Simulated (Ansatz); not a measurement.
# SrO: all-electron results

```
Sr O
1.0
     0.00000    2.56980    2.56980
     2.56980    0.00000    2.56980
     2.56980    2.56980    0.00000
Sr O
1 1
Direct
  0.00000 0.00000 0.00000
  0.50000 0.50000 0.50000
```

Atoms are numbered in the order listed.

The cell comes from COD entry 1100027, which wasn't checked; take it as a given geometry. It is an old determination, and later ones may differ.

Methods: DFT, LDA, all-electron LAPW, scalar-relativistic (Ansatz 0.2.0); DFT, LDA, PAW with Ansatz's default frozen-core files, scalar-relativistic (Ansatz 0.2.0).

For LAPW: a Γ-centred 8×8×8 k mesh, Fermi–Dirac smearing of 0.02 eV, basis error target 0.25 meV/atom, no spin polarisation. PAW takes a cutoff of 420 eV at this cell (files made with PBE, cores remade for this functional). The Ansatz runs share mesh, smearing and spin set-up. Values come from LAPW unless marked.

```yaml
Smallest_direct_gap_on_the_path: 3.23 eV
Pressure_at_this_cell: -4.17 GPa
Volume_per_atom: 16.97 Å³
```

(1) Give the computed value. Band gap.

(2) Predict this quantity. Löwdin charges (with 0.31 e of the cell spilling out of the atomic basis, so their sizes and signs hang on that basis).

(3) Bader charges (from the PAW run): what does the calculation give?

Answers

(1) 3.16 eV, indirect from Γ to X (0.5, 0, 0.5).

(2) Sr1 1.63, O2 -1.32 e.

(3) Sr1 +1.46, O2 -1.46 e.
